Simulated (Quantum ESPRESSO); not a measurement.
# Pt (Fm-3m) in Quantum ESPRESSO: a series of runs

Runs on Pt. Level: LDA+U. Tasks: Hubbard U by linear response.

All numbers are computed with Quantum ESPRESSO 7.5; they aren't measurements. Logs are shortened: lines on timing, memory, paths and dates and some standing lists are left out, and cuts for length are marked.

### Step 1. Starting point

It takes space group Fm-3m (No. 225, cubic). The conventional cell has a = 3.922 Å, b = 3.922 Å, c = 3.922 Å, α = 90.00°, β = 90.00°, γ = 90.00°. Pt (site symmetry m-3m) is surrounded by 12 Pt at 2.77 Å.

### Step 2. Hubbard U by linear response, LDA+U

Contents of pw.in:

```
&CONTROL
  calculation = 'scf'
  prefix = 'pwscf'
  outdir = './tmp'
  pseudo_dir = './pseudo'
  tprnfor = .true.
  tstress = .true.
  disk_io = 'low'
/
&SYSTEM
  ibrav = 0
  nat = 1
  ntyp = 1
  ecutwfc = 45
  ecutrho = 360
  nbnd = 17
  occupations = 'smearing'
  smearing = 'mv'
  degauss = 0.01469973
/
&ELECTRONS
  conv_thr = 2d-10
  electron_maxstep = 120
  mixing_beta = 0.3
/
ATOMIC_SPECIES
Pt   195.0840 pt_lda_v1.4.uspp.F.UPF
CELL_PARAMETERS angstrom
   0.0000000000    1.9609000000    1.9609000000
   1.9609000000    0.0000000000    1.9609000000
   1.9609000000    1.9609000000    0.0000000000
ATOMIC_POSITIONS angstrom
Pt     0.0000000000    0.0000000000    0.0000000000
K_POINTS automatic
10 10 10 0 0 0
HUBBARD {ortho-atomic}
U Pt-5d 4.0
```

Contents of scf2.in:

```
&CONTROL
  calculation = 'scf'
  prefix = 'pwscf'
  outdir = './tmp'
  pseudo_dir = './pseudo'
  tprnfor = .true.
  tstress = .true.
  disk_io = 'low'
/
&SYSTEM
  ibrav = 0
  nat = 1
  ntyp = 1
  ecutwfc = 45
  ecutrho = 360
  nbnd = 17
  occupations = 'smearing'
  smearing = 'mv'
  degauss = 0.01469973
/
&ELECTRONS
  conv_thr = 1d-13
  electron_maxstep = 120
  mixing_beta = 0.3
  startingpot = 'file'
  startingwfc = 'file'
/
ATOMIC_SPECIES
Pt   195.0840 pt_lda_v1.4.uspp.F.UPF
CELL_PARAMETERS angstrom
   0.0000000000    1.9609000000    1.9609000000
   1.9609000000    0.0000000000    1.9609000000
   1.9609000000    1.9609000000    0.0000000000
ATOMIC_POSITIONS angstrom
Pt     0.0000000000    0.0000000000    0.0000000000
K_POINTS automatic
10 10 10 0 0 0
HUBBARD {ortho-atomic}
U Pt-5d 4.0
```

Contents of hp.in:

```
&INPUTHP
  prefix = 'pwscf'
  outdir = './tmp'
  nq1 = 2
  nq2 = 2
  nq3 = 2
  conv_thr_chi = 1d-06
  niter_max = 80
  iverbosity = 1
  alpha_mix(1) = 0.15
/
```

Potentials or basis: GBRV 1.5 LDA.

Run with:

```
> OMP_NUM_THREADS=1 pw.x -in pw.in > pw.out
> OMP_NUM_THREADS=1 pw.x -in scf2.in > scf2.out
> OMP_NUM_THREADS=1 hp.x -in hp.in > hp.out
```

pw.out:

```text
This program is part of the open-source Quantum ESPRESSO suite
     for quantum simulation of materials; please cite
[... 9 lines left out ...]
     --------------------
     sticks:   dense  smooth     PW     G-vecs:    dense   smooth      PW
     Sum         673     349    121                11791     4111     869

     Using Slab Decomposition

     bravais-lattice index     =            0
     lattice parameter (alat)  =       5.2405  a.u.
     unit-cell volume          =     101.7637 (a.u.)^3
     number of atoms/cell      =            1
     number of atomic types    =            1
     number of electrons       =        16.00
     number of Kohn-Sham states=           17
     kinetic-energy cutoff     =      45.0000  Ry
     charge density cutoff     =     360.0000  Ry
     scf convergence threshold =      2.0E-10
     mixing beta               =       0.3000
     number of iterations used =            8  plain     mixing
     Exchange-correlation=  SLA  PZ   NOGX NOGC
                           (   1   1   0   0   0   0   0)
     Hubbard projectors: ortho-atomic
     Hubbard parameters of DFT+U (Dudarev formulation) in eV:
     U(Pt-5d) =  4.0000

     Internal variables: lda_plus_u =T, lda_plus_u_kind = 0

     Internal variables: orbital_resolved =F, hub_pot_fix =F, apply_U = F

     celldm(1)=   5.240459  celldm(2)=   0.000000  celldm(3)=   0.000000
     celldm(4)=   0.000000  celldm(5)=   0.000000  celldm(6)=   0.000000

[... 8 lines left out ...]
               b(3) = (  0.707107  0.707107 -0.707107 )

     PseudoPot. # 1 for Pt read from file:
     pt_lda_v1.4.uspp.F.UPF
     Pseudo is Ultrasoft + core correction, Zval = 16.0
     Generated by new atomic code, or converted to UPF format
     Using radial grid of  985 points,  6 beta functions with:
                l(1) =   0
                l(2) =   0
                l(3) =   1
                l(4) =   1
                l(5) =   2
                l(6) =   2
     Q(r) pseudized with  8 coefficients,  rinner =    1.300   1.300   1.300
                                                       1.300   1.300

     atomic species   valence    mass     pseudopotential
     Pt               16.00   195.08400     Pt( 1.00)

     48 Sym. Ops., with inversion, found

   Cartesian axes

     site n.     atom                  positions (alat units)
         1        Pt     tau(   1) = (   0.0000000   0.0000000   0.0000000  )

     number of k points=    47  Marzari-Vanderbilt smearing, width (Ry)=  0.0147
                       cart. coord. in units 2pi/alat
        k(    1) = (   0.0000000   0.0000000   0.0000000), wk =   0.0020000
        k(    2) = (   0.0707107   0.0707107  -0.0707107), wk =   0.0160000
        k(    3) = (   0.1414214   0.1414214  -0.1414214), wk =   0.0160000
        k(    4) = (   0.2121320   0.2121320  -0.2121320), wk =   0.0160000
        k(    5) = (   0.2828427   0.2828427  -0.2828427), wk =   0.0160000
        k(    6) = (  -0.3535534  -0.3535534   0.3535534), wk =   0.0080000
[... 39 lines left out ...]
        k(   46) = (  -0.0707107  -0.3535534   0.6363961), wk =   0.0480000
        k(   47) = (  -0.7071068   0.2828427   0.0000000), wk =   0.0240000

     Dense  grid:    11791 G-vectors     FFT dimensions: (  32,  32,  32)

     Smooth grid:     4111 G-vectors     FFT dimensions: (  24,  24,  24)

     Initial potential from superposition of free atoms

     starting charge      15.5000, renormalised to      16.0000

     negative rho (up, down):  1.838E-01 0.000E+00

     STARTING HUBBARD OCCUPATIONS:

     =================== HUBBARD OCCUPATIONS ===================
     ------------------------ ATOM    1 ------------------------
     Tr[ns(  1)] =   9.50000
     eigenvalues:
       0.950  0.950  0.950  0.950  0.950
     eigenvectors (columns):
       1.000  0.000  0.000  0.000  0.000
       0.000  1.000  0.000  0.000  0.000
       0.000  0.000  1.000  0.000  0.000
       0.000  0.000  0.000  1.000  0.000
       0.000  0.000  0.000  0.000  1.000
     occupation matrix ns (before diag.):
       0.950  0.000  0.000  0.000  0.000
       0.000  0.950  0.000  0.000  0.000
       0.000  0.000  0.950  0.000  0.000
       0.000  0.000  0.000  0.950  0.000
       0.000  0.000  0.000  0.000  0.950

     Number of occupied Hubbard levels =    9.5000

     Atomic wfc used for Hubbard projectors are orthogonalized

     Starting wfcs are   12 randomized atomic wfcs +    5 random wfcs

     Self-consistent Calculation

     iteration #  1     ecut=    45.00 Ry     beta= 0.30
     Davidson diagonalization with overlap
     ethr =  1.00E-02,  avg # of iterations =  5.5

     =================== HUBBARD OCCUPATIONS ===================
     ------------------------ ATOM    1 ------------------------
     Tr[ns(  1)] =   8.35163
     eigenvalues:
       0.806  0.806  0.806  0.879  0.879
     eigenvectors (columns):
      -0.000  0.000  0.000 -0.139 -0.990
      -0.217 -0.037  0.975  0.000  0.000
      -0.659 -0.732 -0.174  0.000  0.000
       0.000 -0.000 -0.000  0.990 -0.139
       0.720 -0.681  0.135 -0.000 -0.000
     occupation matrix ns (before diag.):
       0.879 -0.000 -0.000  0.000  0.000
      -0.000  0.806 -0.000  0.000  0.000
      -0.000 -0.000  0.806  0.000  0.000
       0.000  0.000  0.000  0.879 -0.000
       0.000  0.000  0.000 -0.000  0.806

     Number of occupied Hubbard levels =    8.3516

     negative rho (up, down):  1.770E-01 0.000E+00

     total energy              =    -210.62360137 Ry
     estimated scf accuracy    <       0.61214629 Ry

     iteration #  2     ecut=    45.00 Ry     beta= 0.30
     Davidson diagonalization with overlap
     ethr =  3.83E-03,  avg # of iterations =  1.1

     negative rho (up, down):  1.730E-01 0.000E+00

     total energy              =    -210.61529161 Ry
     estimated scf accuracy    <       0.09301447 Ry

     iteration #  3     ecut=    45.00 Ry     beta= 0.30
     Davidson diagonalization with overlap
     ethr =  5.81E-04,  avg # of iterations =  2.9
[... 60 lines left out ...]
     iteration # 10     ecut=    45.00 Ry     beta= 0.30
     Davidson diagonalization with overlap
     ethr =  1.15E-11,  avg # of iterations =  1.0

     negative rho (up, down):  1.722E-01 0.000E+00

     total energy              =    -210.63895620 Ry
     estimated scf accuracy    <          3.1E-10 Ry

     iteration # 11     ecut=    45.00 Ry     beta= 0.30
     Davidson diagonalization with overlap
     ethr =  1.92E-12,  avg # of iterations =  1.0

     negative rho (up, down):  1.722E-01 0.000E+00

     End of self-consistent calculation

     =================== HUBBARD OCCUPATIONS ===================
     ------------------------ ATOM    1 ------------------------
     Tr[ns(  1)] =   8.78339
     eigenvalues:
       0.847  0.847  0.847  0.925  0.925
     eigenvectors (columns):
      -0.000 -0.000 -0.000  0.205 -0.979
      -0.233 -0.934  0.272 -0.000  0.000
      -0.636  0.358  0.683 -0.000  0.000
       0.000  0.000  0.000 -0.979 -0.205
       0.736  0.014  0.677  0.000 -0.000
     occupation matrix ns (before diag.):
       0.925 -0.000 -0.000  0.000  0.000
      -0.000  0.847 -0.000  0.000  0.000
      -0.000 -0.000  0.847  0.000  0.000
       0.000  0.000  0.000  0.925 -0.000
       0.000  0.000  0.000 -0.000  0.847

     Number of occupied Hubbard levels =    8.7834

          k = 0.0000 0.0000 0.0000 (   531 PWs)   bands (ev):

   -29.8818 -29.8818 -29.8818  11.9173  17.2855  17.2855  17.2855  19.2100
    19.2100  36.8448  41.7521  41.7521  41.7521  47.1152  51.7835  54.4659
    54.4659

          k = 0.0707 0.0707-0.0707 (   534 PWs)   bands (ev):

   -29.9298 -29.8888 -29.8888  12.3143  17.1181  17.4364  17.4364  19.1318
    19.1318  37.4570  40.0020  42.3712  42.3712  48.7482  51.0515  51.9391
    52.3076

          k = 0.1414 0.1414-0.1414 (   525 PWs)   bands (ev):

   -30.0537 -29.9067 -29.9067  13.2919  16.9441  17.6245  17.6245  19.2075
    19.2075  37.1080  38.6016  44.0205  44.0205  46.2142  48.6705  48.6705
    51.7073

          k = 0.2121 0.2121-0.2121 (   522 PWs)   bands (ev):
[... 149 lines left out ...]
          k =-0.0707-0.6364 0.6364 (   512 PWs)   bands (ev):

   -30.3194 -30.0819 -30.0543  13.9472  14.6309  20.3452  20.4903  21.4886
    24.6081  31.1200  33.7660  34.4662  42.8943  45.7012  50.5175  51.8661
    54.9220

          k = 0.0000-0.5657 0.5657 (   510 PWs)   bands (ev):

   -30.2933 -30.1438 -30.0410  14.3226  15.1700  19.0814  19.9207  21.2355
    27.5966  28.7837  32.6540  35.8096  42.9406  47.4395  49.8947  51.8805
    52.3467

          k =-0.7071 0.0000 0.0000 (   524 PWs)   bands (ev):

   -30.3403 -30.0644 -30.0644  13.6673  14.3860  20.8962  21.6833  21.6833
    23.9648  31.0696  33.5687  33.5687  42.4123  45.8777  50.6474  51.8741
    56.6391

          k = 0.2828 0.1414 0.0000 (   527 PWs)   bands (ev):

   -30.0982 -29.9694 -29.9262  14.1723  16.2307  17.5105  18.4047  18.6697
    20.2103  37.2629  39.2575  41.4424  42.0031  46.7665  48.5705  49.6930
    51.8279

          k = 0.3536 0.2121-0.0707 (   518 PWs)   bands (ev):

   -30.2033 -30.0126 -29.9478  14.9146  16.4519  16.9649  18.3025  19.5701
    21.5739  34.1718  38.2614  39.7843  43.0820  46.3553  49.2496  51.0048
    51.7422

          k =-0.2828-0.4243 0.5657 (   517 PWs)   bands (ev):

   -30.2920 -30.0376 -29.9707  14.8421  16.4952  17.5840  18.0951  20.6020
    23.4607  30.3154  37.6325  38.5765  42.0397  47.5516  50.8567  51.5932
    52.8604

          k =-0.2121-0.3536 0.4950 (   522 PWs)   bands (ev):
[... 41 lines left out ...]
          k =-0.0707-0.4950 0.6364 (   510 PWs)   bands (ev):

   -30.2818 -30.1355 -30.0518  14.6165  15.3552  18.3124  19.6804  21.3817
    26.9335  29.6873  33.1906  35.2516  43.9602  47.1534  49.3522  51.8536
    53.6252

          k = 0.0000-0.4243 0.5657 (   520 PWs)   bands (ev):

   -30.2301 -30.2059 -30.0322  15.0835  16.0301  17.4359  19.0498  21.0240
    27.3453  30.2526  31.8465  36.6834  43.2372  47.8963  50.4710  51.7729
    51.9747

          k =-0.7071 0.1414 0.0000 (   504 PWs)   bands (ev):

   -30.3165 -30.0936 -30.0691  14.0743  14.7529  19.7917  20.3157  21.6848
    26.1322  30.1702  33.1175  34.0640  44.0922  45.7108  49.9237  51.8634
    55.0792

          k =-0.1414-0.4243 0.7071 (   515 PWs)   bands (ev):

   -30.2556 -30.1472 -30.0394  15.3113  15.9320  16.9387  19.3056  21.0021
    26.0653  31.3698  32.7225  36.1635  44.9316  45.7692  50.8885  51.9067
    53.1576

          k =-0.0707-0.3536 0.6364 (   512 PWs)   bands (ev):

   -30.2360 -30.1868 -30.0546  15.3103  16.2852  16.8069  18.9176  21.3481
    28.1513  29.3945  32.5251  35.2870  44.8102  47.0392  51.2866  51.5542
    53.7749

          k =-0.7071 0.2828 0.0000 (   512 PWs)   bands (ev):

   -30.2519 -30.1669 -30.0765  14.9472  15.8247  17.5430  19.1353  21.6870
    29.0913  29.3437  31.6027  34.3140  46.0895  47.7758  48.0108  51.7477
    54.9371

     the Fermi energy is    21.1693 ev

!    total energy              =    -210.63895620 Ry
     estimated scf accuracy    <          1.8E-11 Ry
     smearing contrib. (-TS)   =       0.00028508 Ry
     internal energy E=F+TS    =    -210.63924128 Ry

     The total energy is F=E-TS. E is the sum of the following terms:
     one-electron contribution =     -20.43841831 Ry
     hartree contribution      =      24.88229653 Ry
     xc contribution           =     -56.86474524 Ry
     ewald contribution        =    -158.37328735 Ry
     Hubbard energy            =       0.15491309 Ry

     convergence has been achieved in  11 iterations

     negative rho (up, down):  1.722E-01 0.000E+00

     Forces acting on atoms (cartesian axes, Ry/au):

     atom    1 type  1   force =     0.00000000    0.00000000    0.00000000

     Total force =     0.000000     Total SCF correction =     0.000000

     Computing stress (Cartesian axis) and pressure

     negative rho (up, down):  1.722E-01 0.000E+00
          total   stress  (Ry/bohr**3)                   (kbar)     P=      -49.01
  -0.00033319   0.00000000   0.00000000          -49.01        0.00        0.00
   0.00000000  -0.00033319   0.00000000            0.00      -49.01        0.00
   0.00000000   0.00000000  -0.00033319            0.00        0.00      -49.01

=------------------------------------------------------------------------------=
   JOB DONE.
=------------------------------------------------------------------------------=
```

Run time: 1.9 min. Hardware: 1 thread of Arm Neoverse V1, shared host; peak memory 0.07 GiB.

Results:

```
Free energy                    : -2865.8890 eV
Pressure                       : -4.9 GPa
Band gap on the k mesh         : none (metal or under the smearing width)
Hubbard U from linear response : 4.66 eV
```

Eigenvalues of the final occupation matrices:
```csv
site,spin,trace,eigenvalues
Pt 1 5d,each,4.39,0.85 0.85 0.85 0.93 0.93
```

Hubbard U from linear response:
```
site  manifold  U (eV)
   1     Pt-5d    4.66
```
On the first site the bare response is -0.604 and the screened one -0.147 eV⁻¹.

Caveat: the computed U isn't converged in cell size; U without spin polarisation on a metal has little footing; the U is typed as a test and isn't derived for this compound.

### Step 3. Hubbard U by linear response, LDA+U

pw.in, as its differences from that of step 2:

```diff
@@ -36,2 +36,2 @@
 HUBBARD {ortho-atomic}
-U Pt-5d 4.0
+U Pt-5d 6.0
```

scf2.in, as its differences from that of step 2:

```diff
@@ -38,2 +38,2 @@
 HUBBARD {ortho-atomic}
-U Pt-5d 4.0
+U Pt-5d 6.0
```

hp.in is that of step 2.

Potentials or basis: GBRV 1.5 LDA.

Run with:

```
> OMP_NUM_THREADS=1 pw.x -in pw.in > pw.out
> OMP_NUM_THREADS=1 pw.x -in scf2.in > scf2.out
> OMP_NUM_THREADS=1 hp.x -in hp.in > hp.out
```

pw.out:

```text
This program is part of the open-source Quantum ESPRESSO suite
     for quantum simulation of materials; please cite
[... 9 lines left out ...]
     --------------------
     sticks:   dense  smooth     PW     G-vecs:    dense   smooth      PW
     Sum         673     349    121                11791     4111     869

     Using Slab Decomposition

     bravais-lattice index     =            0
     lattice parameter (alat)  =       5.2405  a.u.
     unit-cell volume          =     101.7637 (a.u.)^3
     number of atoms/cell      =            1
     number of atomic types    =            1
     number of electrons       =        16.00
     number of Kohn-Sham states=           17
     kinetic-energy cutoff     =      45.0000  Ry
     charge density cutoff     =     360.0000  Ry
     scf convergence threshold =      2.0E-10
     mixing beta               =       0.3000
     number of iterations used =            8  plain     mixing
[... 453 lines left out ...]
    19.5651  37.2722  39.2911  41.4458  42.0239  46.7813  48.6181  49.7113
    52.0703

          k = 0.3536 0.2121-0.0707 (   518 PWs)   bands (ev):
[... 85 lines left out ...]
   -30.0336 -29.9477 -29.8579  14.1867  15.2403  17.0099  18.3996  21.1224
    29.0593  29.3609  31.6021  34.3263  46.1270  47.7989  48.0277  51.9797
    54.9923

     the Fermi energy is    20.5781 ev

!    total energy              =    -210.56366257 Ry
     estimated scf accuracy    <          1.7E-11 Ry
     smearing contrib. (-TS)   =       0.00029956 Ry
     internal energy E=F+TS    =    -210.56396213 Ry

     The total energy is F=E-TS. E is the sum of the following terms:
     one-electron contribution =     -20.58102390 Ry
     hartree contribution      =      25.07096239 Ry
     xc contribution           =     -56.90005809 Ry
     ewald contribution        =    -158.37328735 Ry
     Hubbard energy            =       0.21944483 Ry

     convergence has been achieved in  10 iterations

     negative rho (up, down):  1.726E-01 0.000E+00

     Forces acting on atoms (cartesian axes, Ry/au):

     atom    1 type  1   force =     0.00000000    0.00000000    0.00000000

     Total force =     0.000000     Total SCF correction =     0.000000

     Computing stress (Cartesian axis) and pressure

     negative rho (up, down):  1.726E-01 0.000E+00
          total   stress  (Ry/bohr**3)                   (kbar)     P=      -34.25
  -0.00023282   0.00000000   0.00000000          -34.25        0.00        0.00
   0.00000000  -0.00023282   0.00000000            0.00      -34.25        0.00
   0.00000000   0.00000000  -0.00023282            0.00        0.00      -34.25

=------------------------------------------------------------------------------=
   JOB DONE.
=------------------------------------------------------------------------------=
```

scf2.out:

```text
This program is part of the open-source Quantum ESPRESSO suite
     for quantum simulation of materials; please cite
[... 9 lines left out ...]
     --------------------
     sticks:   dense  smooth     PW     G-vecs:    dense   smooth      PW
     Sum         673     349    121                11791     4111     869
[... 530 lines left out ...]
  -0.00023305  -0.00000000  -0.00000000          -34.28       -0.00       -0.00
  -0.00000000  -0.00023305  -0.00000000           -0.00      -34.28       -0.00
  -0.00000000  -0.00000000  -0.00023305           -0.00       -0.00      -34.28

=------------------------------------------------------------------------------=
   JOB DONE.
=------------------------------------------------------------------------------=
```

hp.out:

```text
This program is part of the open-source Quantum ESPRESSO suite
     for quantum simulation of materials; please cite
         "P. Giannozzi et al., J. Phys.:Condens. Matter 21 395502 (2009);
         "P. Giannozzi et al., J. Phys.:Condens. Matter 29 465901 (2017);
         "P. Giannozzi et al., J. Chem. Phys. 152 154105 (2020);
     in publications or presentations arising from this work. More details at
[... 533 lines left out ...]

     Post-processing calculation of Hubbard parameters ...

     PRINTING TIMING FROM PWSCF ROUTINES:

     PRINTING TIMING FROM HP ROUTINES:

     PRINTING TIMING FROM LR MODULE:

     USPP ROUTINES:

=------------------------------------------------------------------------------=
   JOB DONE.
=------------------------------------------------------------------------------=
```

Wall time 1.9 min (1 thread of Arm Neoverse V1, shared host); peak memory 0.07 GiB.

Results:

```yaml
Free_energy: -2864.8646 eV
Pressure: -3.4 GPa
Band_gap_on_the_k_mesh: none (metal or under the smearing width)
Hubbard_U_from_linear_response: 4.75 eV
```

Levels at points of the mesh, in eV from the Fermi level:
```csv
k point,band 6,band 7,band 8,band 9,band 10,band 11
"(0.00, 0.00, 0.00)",-3.90,-3.90,-2.13,-2.13,16.26,21.17
"(0.00, 0.00, -0.50)",-4.27,-0.10,-0.10,1.12,7.35,15.80
"(0.00, -0.50, -0.50)",-0.43,0.54,0.54,3.40,10.53,13.00
```

Eigenvalues of the final occupation matrices:
```csv
site,spin,trace,eigenvalues
Pt 1 5d,each,4.43,0.85 0.85 0.85 0.93 0.93
```

Hubbard U from linear response:
| site | manifold | U (eV) |
| --- | --- | --- |
| 1 | Pt-5d | 4.75 |
On the first site the bare response is -0.550 and the screened one -0.142 eV⁻¹.

Caveat: the computed U isn't converged in cell size; U without spin polarisation on a metal has little footing; the U is typed as a test and isn't derived for this compound.

[end of part 1 of 2]
